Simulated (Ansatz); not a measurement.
# Na in Ansatz: the effect of functional

The system is Na.

```
CELL_PARAMETERS angstrom
-2.14100 2.14100 2.14100
2.14100 -2.14100 2.14100
2.14100 2.14100 -2.14100
ATOMIC_POSITIONS crystal
Na 0.00000 0.00000 0.00000
```

Alike in all runs:

```yaml
Program: Ansatz 0.2.0
Task: band structure
Potentials_or_basis: Ansatz PAW
k_mesh: 5 × 5 × 5
Occupations: fermi-dirac, width 0.05 eV
Spin: no spin polarisation
```

Question: One run gave: pressure -1.1 GPa. Which functional did it use?
A. r2SCAN
B. PBEsol
C. LDA
D. RPBE
E. BLYP

Answer: C.

```tsv
functional	cutoff	pressure (GPa)
LDA	420 eV (not typed: the program's choice for these potentials)	-1.1
PBEsol	420 eV (not typed: the program's choice for these potentials)	-0.5
RPBE	420 eV (not typed: the program's choice for these potentials)	0.1
revPBE	420 eV (not typed: the program's choice for these potentials)	0.0
BLYP	420 eV (not typed: the program's choice for these potentials)	-0.3
r2SCAN	500 eV (not typed: the program's choice for these potentials)	-0.3
```

Caveats: all runs use coarse meshes; the PAW data sets come from PBE, with cores solved anew for the run's functional, which leaves a small shift of forces and pressure.

Runs at the PBE level aren't shown here.
